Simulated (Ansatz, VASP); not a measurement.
Given: the input of a run of VASP 6.6.1 on Ti.

INCAR

```
ALGO = Normal ; EDIFF = 1E-6
ENCUT = 520 ; ISIF = 2
ISMEAR = -1 ; LASPH = True
LCHARG = False ; LREAL = False
LWAVE = False ; NBANDS = 12
NELM = 60 ; PREC = Accurate
SIGMA = 0.05
```

KPOINTS

```
k-points
0
Gamma
  11 11 11
```

The input POSCAR:

```
Ti
1.0
   -1.6625945817      1.6625945817      1.6625945817
    1.6625945817     -1.6625945817      1.6625945817
    1.6625945817      1.6625945817     -1.6625945817
Ti
1
Direct
    0.0000000000      0.0000000000      0.0000000000
```

Potentials or basis: VASP PAW LDA potentials, release 64 (Ti_sv).

The run is started by

```sh
$ cat potpaw_LDA.64/Ti_sv/POTCAR > POTCAR
$ mpirun -np 1 vasp_std > vasp.out
```

Q: Translate it to Ansatz 0.2.0. Potentials there: all-electron LAPW, scalar-relativistic.

A: As run (the cutoff follows the program's own potentials):

Contents of input.yaml:

```yaml
crystal:
  lattice:
    - [-1.6625945817, 1.6625945817, 1.6625945817]
    - [1.6625945817, -1.6625945817, 1.6625945817]
    - [1.6625945817, 1.6625945817, -1.6625945817]
  atoms:
    - { symbol: Ti, position: [0.0, 0.0, 0.0] }
kpoints:
  mp_grid: { grid: [11, 11, 11] }
scf:
  occupations: { method: fermi_dirac, width: 0.05 }
hamiltonian:
  xc: lda
  pseudopotentials: { kind: all_electron, lapw: { basis_error: 0.001 } }
output:
  forces: true
  stress: true
  eigenvalues: true
```

Potentials or basis: all-electron LAPW, scalar-relativistic.

Run with:

```console
$ ansatz run input.yaml --threads 1 --pin off --max-ram 3072MiB --backend cpu --events-out ev --progress --plain --runs-dir out
```

Both were run:

|  | VASP | Ansatz | Ansatz less VASP |
| --- | --- | --- | --- |
| gap on the k mesh at the Fermi level (eV) | none | none | - |
| pressure (GPa) | -13.9 | -13.9 | 0.00 |

A gap of «none» marks a metal or a gap that the smearing closes. Ansatz ran all-electron here, so the differences hold the error of VASP's frozen core and of both bases.
